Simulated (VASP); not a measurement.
# NbC (Niobocarbide) (Fm-3m) in VASP: a series of runs

Aim: see how the results for NbC (Niobocarbide) move with the level of theory and the settings. Levels: PBE, PBEsol. Tasks: equation of state.

Everything below comes from runs of VASP 6.6.1. Logs are shortened: lines on timing, memory, paths and dates and some standing lists are left out, and cuts for length are marked.

### Step 1. Starting point

It takes space group Fm-3m (No. 225, cubic). The conventional cell has a = 4.469 Å, b = 4.469 Å, c = 4.469 Å, α = 90.00°, β = 90.00°, γ = 90.00°. Nb (site symmetry m-3m) is surrounded by 6 C at 2.23 Å. C (site symmetry m-3m) is surrounded by 6 Nb at 2.23 Å.

### Step 2. Equation of state, PBE, 10.49 Å³/atom (volume scaled by 0.94)

Contents of INCAR:

```
ALGO = Normal
EDIFF = 1E-7
ENCUT = 520
GGA = PE
ISIF = 2
ISMEAR = -1
LASPH = T
LCHARG = F
LREAL = F
LWAVE = F
NBANDS = 16
NELM = 100
PREC = Accurate
SIGMA = 0.05
```

Contents of KPOINTS:

```
k-points
0
Gamma
  10 10 10
```

Contents of POSCAR:

```
NbC
1.0
    0.0000000000      2.1889341392      2.1889341392
    2.1889341392      0.0000000000      2.1889341392
    2.1889341392      2.1889341392      0.0000000000
Nb C
1 1
Direct
    0.0000000000      0.0000000000      0.0000000000
    0.5000000000      0.5000000000      0.5000000000
```

Potentials or basis: VASP PAW PBE potentials, release 64 (Nb_sv, C).

Command:

```sh
$ cat potpaw_PBE.64/Nb_sv/POTCAR potpaw_PBE.64/C/POTCAR > POTCAR
$ mpirun -np 1 vasp_std > vasp.out
```

OUTCAR:

```text
EDIFF = 1E-7
   ENCUT = 520
   GGA = PE
   ISIF = 2
   ISMEAR = -1
   LASPH = T
   LREAL = F
   NELM = 100
   PREC = Accurate

 ion  position               nearest neighbor table
   1  0.000  0.000  0.000-   2 2.19   2 2.19   2 2.19   2 2.19   2 2.19   2 2.19
   2  0.500  0.500  0.500-   1 2.19   1 2.19   1 2.19   1 2.19   1 2.19   1 2.19

  LATTYP: Found a face centered cubic cell.
 ALAT       =     4.3778682784

  Lattice vectors:

 A1 = (   0.0000000000,   2.1889341392,   2.1889341392)
 A2 = (   2.1889341392,   0.0000000000,   2.1889341392)
 A3 = (   2.1889341392,   2.1889341392,   0.0000000000)

Analysis of symmetry for initial positions (statically):
=====================================================================
 Subroutine PRICEL returns:
 Original cell was already a primitive cell.

 Routine SETGRP: Setting up the symmetry group for a
 face centered cubic supercell.

 Subroutine GETGRP returns: Found 48 space group operations
 (whereof 48 operations were pure point group operations)
 out of a pool of 48 trial point group operations.

The static configuration has the point symmetry O_h .

Analysis of symmetry for dynamics (positions and initial velocities):
=====================================================================
 Subroutine PRICEL returns:
 Original cell was already a primitive cell.

 Routine SETGRP: Setting up the symmetry group for a
 face centered cubic supercell.

 Subroutine GETGRP returns: Found 48 space group operations
 (whereof 48 operations were pure point group operations)
 out of a pool of 48 trial point group operations.

The dynamic configuration has the point symmetry O_h .

 Subroutine INISYM returns: Found 48 space group operations
 (whereof 48 operations are pure point group operations),
 and found     1 'primitive' translations

----------------------------------------------------------------------------------------

                                     Primitive cell

  volume of cell :      20.9763

  direct lattice vectors                    reciprocal lattice vectors
     0.000000000  2.188934139  2.188934139    -0.228421674  0.228421674  0.228421674
     2.188934139  0.000000000  2.188934139     0.228421674 -0.228421674  0.228421674
     2.188934139  2.188934139  0.000000000     0.228421674  0.228421674 -0.228421674

  length of vectors
     3.095620347  3.095620347  3.095620347     0.395637945  0.395637945  0.395637945

  position of ions in fractional coordinates (direct lattice)
[... 101 lines left out ...]
   EDIFF  = 0.1E-06   stopping-criterion for ELM
   LREAL  =      F    real-space projection
   EDIFFG = 0.1E-05   stopping-criterion for IOM
   NSW    =      0    number of steps for IOM
   IBRION =     -1    ionic relax: 0-MD 1-quasi-New 2-CG
   NFREE  =      0    steps in history (QN), initial steepest desc. (CG)
   ISIF   =      2    stress and relaxation
   ISYM   =      2    0-nonsym 1-usesym 2-fastsym
   POTIM  = 0.5000    time-step for ionic-motion
   TEBEG  =    0.0;   TEEND  =   0.0 temperature during run
   PSTRESS=    0.0 pullay stress
   NELECT =      17.0000    total number of electrons
   NUPDOWN=      -1.0000    fix difference up-down
   EMIN   =  10.00;   EMAX   =-10.00  energy-range for DOS
   EFERMI =   0.00;   METHOD = LEGACY
   ISMEAR =    -1;   SIGMA  =   0.05  broadening in eV -4-tet -1-fermi 0-gaus
   EFERMI_NEDOS =   21; number of points for ismear=-14 and -15
   IALGO  =     38    algorithm
   IMIX   =      4    mixing-type and parameters
     AMIX     =   0.40;   BMIX     =  1.00
     AMIX_MAG =   1.60;   BMIX_MAG =  1.00
  volume/ion in A,a.u.               =      10.49        70.78
  Fermi-wavevector in a.u.,A,eV,Ry     =   1.526330  2.884345 31.697266  2.329683
  Thomas-Fermi vector in A             =   2.634378
   LORBIT       =      0    0 simple, 1 ext, 2 COOP (PROOUT), +10 PAW based schemes
   GGA     = PE    functional components
   LHFCALC =     F    Hartree Fock is set to
   AEXX    =    0.0000 exact exchange contribution
   IVDW    =     0    specifies the selected vdW correction
   LEPSILON=     F    determine dielectric tensor
   LRPA    =     F    only Hartree local field effects (RPA)
 non-spin polarized calculation
  energy-cutoff  :      520.00
  volume of cell :       20.98
 maximum number of plane-waves:       588
   NGX = 11   NGY = 11   NGZ = 11

 number of electron      17.0000002 magnetization

 Free energy of the ion-electron system (eV)
  ---------------------------------------------------
  ext. energy  EPLUGINS =         0.00000000
  ---------------------------------------------------
  free energy    TOTEN  =       -20.44484962 eV

  energy without entropy =      -20.44224811  energy(sigma->0) =      -20.44354887

 E-fermi :  13.4457     XC(G=0): -13.4203

 val. band max:       13.3419374254   @ k =  -0.4000   0.4000   0.1000
 cond. band min:      13.6178968447   @ k =  -0.2000   0.2000   0.0000
 fundamental gap:      0.2759594193
 Fermi energy:        13.4457256201

 k-point     1 :       0.0000    0.0000    0.0000
  band No.  band energies     occupation
      1     -42.1506      2.00000
      2     -17.8017      2.00000
      3     -17.8017      2.00000
      4     -17.8017      2.00000
      5      -0.2613      2.00000
      6      12.0900      2.00000
[... 737 lines left out ...]
      3     -18.2100      2.00000
      4     -17.9430      2.00000
      5       2.4012      2.00000
      6       7.1113      2.00000
[... 8 lines left out ...]
     15      26.8540      0.00000
     16      28.2899      0.00000

 [... further k-points ...]

------------------------ aborting loop because EDIFF is reached ----------------------------------------

  FORCE on cell =-STRESS in cart. coord.  units (eV):
  Direction    XX          YY          ZZ          XY          YZ          ZX
  --------------------------------------------------------------------------------------
  -------------------------------------------------------------------------------------
  Total        3.2343816      3.2343816      3.2343816      0.0000000      0.0000000      0.0000000
  in kB      247.0436892    247.0436892    247.0436892      0.0000000      0.0000000      0.0000000
  external PRESSURE =     247.0436892 kB  Pullay stress =       0.0000000 kB

 VOLUME and BASIS-vectors are now :
 -----------------------------------------------------------------------------
  energy-cutoff  :      520.00
  volume of cell :       20.98
      direct lattice vectors                 reciprocal lattice vectors
     0.000000000  2.188934139  2.188934139    -0.228421674  0.228421674  0.228421674
     2.188934139  0.000000000  2.188934139     0.228421674 -0.228421674  0.228421674
     2.188934139  2.188934139  0.000000000     0.228421674  0.228421674 -0.228421674

 POSITION                                       TOTAL-FORCE (eV/Angst)
 -----------------------------------------------------------------------------------
      0.00000      0.00000      0.00000         0.000000     -0.000000      0.000000
      2.18893      2.18893      2.18893        -0.000000      0.000000     -0.000000
 -----------------------------------------------------------------------------------
    total drift:                                0.000000     -0.000000     -0.000000

  FREE ENERGIE OF THE ION-ELECTRON SYSTEM (eV)
  ---------------------------------------------------
  free  energy   TOTEN  =       -20.4448496195 eV

  energy  without entropy=      -20.4422481138  energy(sigma->0) =      -20.44354887
```

Run time: 11 s. Hardware: 1 thread of Intel Xeon Platinum 8488C (Sapphire Rapids), shared host; peak memory 0.14 GiB.

Results:

```
Free energy            : -20.4448 eV
Pressure               : 24.7 GPa
Band gap on the k mesh : none (metal or under the smearing width)
```

### Step 3. Equation of state, PBE, 10.71 Å³/atom (volume scaled by 0.96)

Contents of INCAR:

```
PREC = Accurate
ENCUT = 520
EDIFF = 1E-7
ISMEAR = -1
SIGMA = 0.05
LREAL = F
LASPH = T
NELM = 80
ALGO = Normal
ISIF = 2
LWAVE = F
LCHARG = F
GGA = PE
NBANDS = 16
```

Contents of KPOINTS:

```
regular mesh
0
Gamma
  10 10 10
```

Contents of POSCAR:

```
NbC
1.0
    0.0000000000      2.2043496763      2.2043496763
    2.2043496763      0.0000000000      2.2043496763
    2.2043496763      2.2043496763      0.0000000000
Nb C
1 1
Direct
    0.0000000000      0.0000000000      0.0000000000
    0.5000000000      0.5000000000      0.5000000000
```

Potentials or basis: VASP PAW PBE potentials, release 64 (Nb_sv, C).

Command:

```sh
$ cat potpaw_PBE.64/Nb_sv/POTCAR potpaw_PBE.64/C/POTCAR > POTCAR
$ mpirun -np 1 vasp_std > vasp.out
```

Run time: 13 s. Hardware: 1 thread of Intel Xeon Platinum 8488C (Sapphire Rapids), shared host; peak memory 0.14 GiB.

The run converged. Its results:

* Free energy: -20.5025 eV
* Pressure: 16.6 GPa
* Band gap on the k mesh: none (metal or under the smearing width)

### Step 4. Equation of state, PBE, 10.93 Å³/atom (volume scaled by 0.98)

Contents of INCAR:

```
ALGO = Normal
EDIFF = 1E-7
ENCUT = 520
GGA = PE
ISIF = 2
ISMEAR = -1
LASPH = True
LCHARG = False
LREAL = False
LWAVE = False
NBANDS = 16
NELM = 60
PREC = Accurate
SIGMA = 0.05
```

Contents of KPOINTS:

```
k-points
0
Gamma
  10 10 10
```

Contents of POSCAR:

```
NbC
1.0
    0.0000000000      2.2195525683      2.2195525683
    2.2195525683      0.0000000000      2.2195525683
    2.2195525683      2.2195525683      0.0000000000
Nb C
1 1
Direct
    0.0000000000      0.0000000000      0.0000000000
    0.5000000000      0.5000000000      0.5000000000
```

Command:

```sh
$ cat potpaw_PBE.64/Nb_sv/POTCAR potpaw_PBE.64/C/POTCAR > POTCAR
$ mpirun -np 1 vasp_std > vasp.out
```

Wall time 14 s (1 thread of Intel Xeon Platinum 8488C (Sapphire Rapids), shared host); peak memory 0.15 GiB.

It converged, with:

* Free energy: -20.5388 eV
* Pressure: 9.3 GPa
* Band gap on the k mesh: none (metal or under the smearing width)

### Step 5. Equation of state, PBE, 11.38 Å³/atom (volume scaled by 1.02)

Changes to INCAR since step 4:

```diff
@@ -11,3 +11,3 @@
 NBANDS = 16
-NELM = 60
+NELM = 100
 PREC = Accurate
```

KPOINTS is that of step 4.

Contents of POSCAR:

```
NbC
1.0
    0.0000000000      2.2493487756      2.2493487756
    2.2493487756      0.0000000000      2.2493487756
    2.2493487756      2.2493487756      0.0000000000
Nb C
1 1
Direct
    0.0000000000      0.0000000000      0.0000000000
    0.5000000000      0.5000000000      0.5000000000
```

Command:

```sh
$ cat potpaw_PBE.64/Nb_sv/POTCAR potpaw_PBE.64/C/POTCAR > POTCAR
$ mpirun -np 1 vasp_std > vasp.out
```

It took 17 s on 1 thread of Intel Xeon Platinum 8488C (Sapphire Rapids), shared host; peak memory 0.14 GiB.

Results (log left out):

```
Free energy            : -20.5552 eV
Pressure               : -3.2 GPa
Band gap on the k mesh : none (metal or under the smearing width)
```

### Step 6. Equation of state, PBE, 11.60 Å³/atom (volume scaled by 1.04)

Contents of INCAR:

```
PREC     = Accurate       # precision mode
ENCUT    = 520            # plane-wave cutoff, eV
EDIFF    = 1E-7           # SCF threshold, eV
ISMEAR   = -1             # smearing method
SIGMA    = 0.05           # smearing width, eV
LREAL    = F              # projectors in reciprocal space
LASPH    = T              # aspherical terms in the spheres
NELM     = 60             # most SCF steps
ALGO     = Normal         # electronic algorithm
ISIF     = 2              # what is computed and relaxed
LWAVE    = F              # write WAVECAR
LCHARG   = F              # write CHGCAR
GGA      = PE             # functional
NBANDS   = 16             # bands
```

Contents of KPOINTS:

```
Automatic mesh
0
Gamma
  10 10 10
```

Contents of POSCAR:

```
NbC
1.0
    0.0000000000      2.2639553458      2.2639553458
    2.2639553458      0.0000000000      2.2639553458
    2.2639553458      2.2639553458      0.0000000000
Nb C
1 1
Direct
    0.0000000000      0.0000000000      0.0000000000
    0.5000000000      0.5000000000      0.5000000000
```

Potentials or basis: VASP PAW PBE potentials, release 64 (Nb_sv, C).

Command:

```sh
$ cat potpaw_PBE.64/Nb_sv/POTCAR potpaw_PBE.64/C/POTCAR > POTCAR
$ mpirun -np 1 vasp_std > vasp.out
```

It took 12 s on 1 thread of Intel Xeon Platinum 8488C (Sapphire Rapids), shared host; peak memory 0.14 GiB.

Results (log left out):

```
Free energy            : -20.5389 eV
Pressure               : -8.6 GPa
Band gap on the k mesh : none (metal or under the smearing width)
```

### Step 7. Equation of state, PBE, 11.83 Å³/atom (volume scaled by 1.06)

Contents of INCAR:

```
PREC = Accurate
ENCUT = 520
EDIFF = 1E-7
ISMEAR = -1
SIGMA = 0.05
LREAL = F
LASPH = T
NELM = 80
ALGO = Normal
ISIF = 2
LWAVE = F
LCHARG = F
GGA = PE
NBANDS = 16
```

KPOINTS is that of step 6.

Contents of POSCAR:

```
NbC
1.0
    0.0000000000      2.2783758323      2.2783758323
    2.2783758323      0.0000000000      2.2783758323
    2.2783758323      2.2783758323      0.0000000000
Nb C
1 1
Direct
    0.0000000000      0.0000000000      0.0000000000
    0.5000000000      0.5000000000      0.5000000000
```

Command:

```sh
$ cat potpaw_PBE.64/Nb_sv/POTCAR potpaw_PBE.64/C/POTCAR > POTCAR
$ mpirun -np 1 vasp_std > vasp.out
```

It took 12 s on 1 thread of Intel Xeon Platinum 8488C (Sapphire Rapids), shared host; peak memory 0.14 GiB.

Results (log left out):

```
Free energy            : -20.5085 eV
Pressure               : -13.4 GPa
Band gap on the k mesh : none (metal or under the smearing width)
```

### Step 8. Equation of state, PBE

No new run: the results of the series are fitted here.

What came out:

- Equilibrium volume: 11.26 Å³/atom
- Bulk modulus: 301 GPa
- Pressure derivative of the bulk modulus: 4.2

Energy against volume, from the lowest point:
```csv
volume (Å³/atom),energy (meV/atom)
10.488,55.43
10.711,26.58
10.934,8.45
11.158,0.00
11.381,0.26
11.604,8.39
11.827,23.61
```

### Step 9. Equation of state, PBEsol, 10.49 Å³/atom (volume scaled by 0.94)

Contents of INCAR:

```
ALGO = Normal
EDIFF = 1E-7
ENCUT = 520
GGA = PS
ISIF = 2
ISMEAR = -1
LASPH = True
LCHARG = False
LREAL = False
LWAVE = False
NBANDS = 16
NELM = 100
PREC = Accurate
SIGMA = 0.05
```

Contents of KPOINTS:

```
k-points
0
Gamma
  10 10 10
```

Contents of POSCAR:

```
NbC
1.0
    0.0000000000      2.1889341392      2.1889341392
    2.1889341392      0.0000000000      2.1889341392
    2.1889341392      2.1889341392      0.0000000000
Nb C
1 1
Direct
    0.0000000000      0.0000000000      0.0000000000
    0.5000000000      0.5000000000      0.5000000000
```

Potentials or basis: VASP PAW PBE potentials, release 64 (Nb_sv, C).

Command:

```sh
$ cat potpaw_PBE.64/Nb_sv/POTCAR potpaw_PBE.64/C/POTCAR > POTCAR
$ mpirun -np 1 vasp_std > vasp.out
```

Run time: 14 s. Hardware: 1 thread of Intel Xeon Platinum 8259CL at 2.50GHz (Skylake/Cascade Lake), shared host; peak memory 0.14 GiB.

It converged, with:

```
Free energy            : -21.8183 eV
Pressure               : 16.8 GPa
Band gap on the k mesh : none (metal or under the smearing width)
```

Caveat: the PAW data sets were made with another functional, which shifts forces and pressure a little.

### Step 10. Equation of state, PBEsol, 10.71 Å³/atom (volume scaled by 0.96)

INCAR is that of step 9.

KPOINTS is that of step 9.

Contents of POSCAR:

```
NbC
1.0
    0.0000000000      2.2043496763      2.2043496763
    2.2043496763      0.0000000000      2.2043496763
    2.2043496763      2.2043496763      0.0000000000
Nb C
1 1
Direct
    0.0000000000      0.0000000000      0.0000000000
    0.5000000000      0.5000000000      0.5000000000
```

Command:

```sh
$ cat potpaw_PBE.64/Nb_sv/POTCAR potpaw_PBE.64/C/POTCAR > POTCAR
$ mpirun -np 1 vasp_std > vasp.out
```

Wall time 13 s (1 thread of Intel Xeon Platinum 8259CL at 2.50GHz (Skylake/Cascade Lake), shared host); peak memory 0.15 GiB.

Results (log left out):

```
Free energy            : -21.8544 eV
Pressure               : 8.9 GPa
Band gap on the k mesh : none (metal or under the smearing width)
```

Caveat: the PAW data sets were made with another functional, which shifts forces and pressure a little.

### Step 11. Equation of state, PBEsol, 10.93 Å³/atom (volume scaled by 0.98)

INCAR is that of step 10.

KPOINTS is that of step 10.

Contents of POSCAR:

```
NbC
1.0
    0.0000000000      2.2195525683      2.2195525683
    2.2195525683      0.0000000000      2.2195525683
    2.2195525683      2.2195525683      0.0000000000
Nb C
1 1
Direct
    0.0000000000      0.0000000000      0.0000000000
    0.5000000000      0.5000000000      0.5000000000
```

Command:

```sh
$ cat potpaw_PBE.64/Nb_sv/POTCAR potpaw_PBE.64/C/POTCAR > POTCAR
$ mpirun -np 1 vasp_std > vasp.out
```

Run time: 15 s. Hardware: 1 thread of Intel Xeon Platinum 8259CL at 2.50GHz (Skylake/Cascade Lake), shared host; peak memory 0.15 GiB.

Results (log left out):

| Property | Result |
| --- | --- |
| Free energy | -21.8697 eV |
| Pressure | 1.9 GPa |
| Band gap on the k mesh | none (metal or under the smearing width) |

Caveat: the PAW data sets were made with another functional, which shifts forces and pressure a little.

### Step 12. Equation of state, PBEsol, 11.38 Å³/atom (volume scaled by 1.02)

INCAR is that of step 11.

KPOINTS is that of step 11.

Contents of POSCAR:

```
NbC
1.0
    0.0000000000      2.2493487756      2.2493487756
    2.2493487756      0.0000000000      2.2493487756
    2.2493487756      2.2493487756      0.0000000000
Nb C
1 1
Direct
    0.0000000000      0.0000000000      0.0000000000
    0.5000000000      0.5000000000      0.5000000000
```

Potentials or basis: VASP PAW PBE potentials, release 64 (Nb_sv, C).

Command:

```sh
$ cat potpaw_PBE.64/Nb_sv/POTCAR potpaw_PBE.64/C/POTCAR > POTCAR
$ mpirun -np 1 vasp_std > vasp.out
```

Run time: 13 s. Hardware: 1 thread of Intel Xeon Platinum 8259CL at 2.50GHz (Skylake/Cascade Lake), shared host; peak memory 0.14 GiB.

The run converged. Its results:

| Property | Result |
| --- | --- |
| Free energy | -21.8459 eV |
| Pressure | -10.2 GPa |
| Band gap on the k mesh | none (metal or under the smearing width) |

Caveat: the PAW data sets were made with another functional, which shifts forces and pressure a little.

### Step 13. Equation of state, PBEsol, 11.60 Å³/atom (volume scaled by 1.04)

INCAR is that of step 12.

KPOINTS is that of step 12.

Contents of POSCAR:

```
NbC
1.0
    0.0000000000      2.2639553458      2.2639553458
    2.2639553458      0.0000000000      2.2639553458
    2.2639553458      2.2639553458      0.0000000000
Nb C
1 1
Direct
    0.0000000000      0.0000000000      0.0000000000
    0.5000000000      0.5000000000      0.5000000000
```

Command:

```sh
$ cat potpaw_PBE.64/Nb_sv/POTCAR potpaw_PBE.64/C/POTCAR > POTCAR
$ mpirun -np 1 vasp_std > vasp.out
```

It took 15 s on 1 thread of Intel Xeon Platinum 8259CL at 2.50GHz (Skylake/Cascade Lake), shared host; peak memory 0.14 GiB.

The run converged. Its results:

| Property | Result |
| --- | --- |
| Free energy | -21.8105 eV |
| Pressure | -15.4 GPa |
| Band gap on the k mesh | none (metal or under the smearing width) |

Caveat: the PAW data sets were made with another functional, which shifts forces and pressure a little.

### Step 14. Equation of state, PBEsol, 11.83 Å³/atom (volume scaled by 1.06)

INCAR is that of step 13.

KPOINTS is that of step 13.

Contents of POSCAR:

```
NbC
1.0
    0.0000000000      2.2783758323      2.2783758323
    2.2783758323      0.0000000000      2.2783758323
    2.2783758323      2.2783758323      0.0000000000
Nb C
1 1
Direct
    0.0000000000      0.0000000000      0.0000000000
    0.5000000000      0.5000000000      0.5000000000
```

Command:

```sh
$ cat potpaw_PBE.64/Nb_sv/POTCAR potpaw_PBE.64/C/POTCAR > POTCAR
$ mpirun -np 1 vasp_std > vasp.out
```

Run time: 14 s. Hardware: 1 thread of Intel Xeon Platinum 8259CL at 2.50GHz (Skylake/Cascade Lake), shared host; peak memory 0.15 GiB.

The run converged. Its results:

```
Free energy            : -21.7614 eV
Pressure               : -20.0 GPa
Band gap on the k mesh : none (metal or under the smearing width)
```

Caveat: the PAW data sets were made with another functional, which shifts forces and pressure a little.

### Step 15. Equation of state, PBEsol

Potentials or basis: VASP PAW PBE potentials, release 64 (Nb_sv, C).

No new run: the results of the series are fitted here.

Results:

| Item | Value |
| --- | --- |
| Equilibrium volume | 11.00 Å³/atom |
| Bulk modulus | 321 GPa |
| Pressure derivative of the bulk modulus | 4.2 |

Energy against volume, from the lowest point:
| volume (Å³/atom) | energy (meV/atom) |
| --- | --- |
| 10.488 | 25.69 |
| 10.711 | 7.65 |
| 10.934 | 0.00 |
| 11.158 | 1.73 |
| 11.381 | 11.88 |
| 11.604 | 29.62 |
| 11.827 | 54.18 |

Caveat: the PAW data sets were made with another functional, which shifts forces and pressure a little.
